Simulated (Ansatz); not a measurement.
## Dielectric response of BN (10-10) films: cost of one run

Ansatz 0.2.0; plane-wave DFT, PBE, Ansatz PAW (set soft_1); PAW set soft_1. The cell holds 24 atoms.

Contents of input.yaml:

```yaml
crystal:
  lattice:
    - [2.55, 0.0, 0.0]
    - [0.0, 4.22, 0.0]
    - [0.0, 0.0, 29.7779454915]
  atoms:
    - { symbol: B, position: [0.0, 0.0297118374, 0.3094896943] }
    - { symbol: "N", position: [0.0, 0.3571916474, 0.303755857] }
    - { symbol: B, position: [0.5, 0.4935353778, 0.3229431689] }
    - { symbol: "N", position: [0.5, 0.8678593487, 0.3234819166] }
    - { symbol: B, position: [0.5, 0.005152053, 0.3770291234] }
    - { symbol: "N", position: [0.5, 0.374235162, 0.3765827843] }
    - { symbol: B, position: [0.0, 0.4979243314, 0.4006129206] }
    - { symbol: "N", position: [0.0, 0.8742485049, 0.4004543518] }
    - { symbol: B, position: [0.0, 0.000957579, 0.4505269533] }
    - { symbol: "N", position: [0.0, 0.3747086527, 0.4506737483] }
    - { symbol: B, position: [0.5, 0.4997981287, 0.475248475] }
    - { symbol: "N", position: [0.5, 0.8746773677, 0.4750437019] }
    - { symbol: B, position: [0.5, -0.0002018717, 0.5247515247] }
    - { symbol: "N", position: [0.5, 0.3746773679, 0.524956298] }
    - { symbol: B, position: [0.0, 0.5009575794, 0.5494730466] }
    - { symbol: "N", position: [0.0, 0.874708653, 0.5493262514] }
    - { symbol: B, position: [0.0, -0.0020756673, 0.5993870795] }
    - { symbol: "N", position: [0.0, 0.3742485064, 0.5995456482] }
    - { symbol: B, position: [0.5, 0.5051520547, 0.6229708767] }
    - { symbol: "N", position: [0.5, 0.8742351638, 0.6234172158] }
    - { symbol: B, position: [0.5, -0.0064646194, 0.6770568311] }
    - { symbol: "N", position: [0.5, 0.3678593513, 0.6765180836] }
    - { symbol: B, position: [0.0, 0.5297118402, 0.6905103058] }
    - { symbol: "N", position: [0.0, 0.8571916511, 0.6962441429] }
kpoints:
  mp_grid: { grid: [10, 6, 1] }
hamiltonian:
  xc: pbe
  pseudopotentials: { kind: paw, azcp: { folder: soft_1 } }
scf:
  occupations: { method: fixed }
  convergence: { dr2_threshold: 1.0e-10 }
efield:
  axis: 3
  dipole_correction: true
  ramp_position: 0.97
  ramp_width: 0.06
  amplitude: 0.05
relax:
  f_tol: 0.0006
  max_steps: 70
output:
  write_potential: true
  write_density: true
  volumetric_format: npy
```

On the command line:

```
$ ansatz run input.yaml --threads 4 --pin off --max-ram 8192MiB --backend cpu --events-out ev --progress --plain --runs-dir out
```

The cutoff in use is 420 eV. For reference, a run of the same kind (12 atoms, 24 k-points, 36 bands and 4,867 plane waves; 42 SCF cycles) took 19 s and 0.53 GiB on the same hardware.

What time and memory should one allow on 4 threads of Arm Neoverse V2, shared host?

A cutoff of 420 eV is a sphere of radius 10.5 Å⁻¹, so a cell of 320 Å³ holds about V·G³/6π² = 6,262 plane waves. At two electrons a band, the 96 electrons need 48 bands, and 24 more are carried. Symmetry cuts the 10×6×1 mesh from 60 to 24 points. The run has 24 k-points, 72 bands and 6,265 plane waves. Taking the work of a cycle as k-points × spins × bands × plane waves, that is 2.6 times the reference, or 49 s at the reference's 42 cycles. The run needed 32 SCF cycles over 4 ionic steps, which makes it about 37 s. One copy of the wavefunctions takes 0.16 GiB at 16 bytes a coefficient, against 0.063 GiB in the reference; grids, projectors and work arrays come on top. Measured: about 52 s, with a peak of 0.87 GiB. The run took longer than the estimate, which leaves out the steps that grow as the square of the band count.

[Logs are printed without paths, hosts, clocks, repeated set-up lines and the standing remarks that a program may print on its own settings, such as how far it seeks lower states.]

[Hosts, paths, dates, database ids (printed as entryN), source tags and the programs' standing remarks are cut or masked in the printed files.]

[Maps of the electrostatic potential energy from Ansatz leave out the sawtooth potential of an applied field or a dipole correction, so their vacuum need not be flat; planar profiles and work functions include it.]
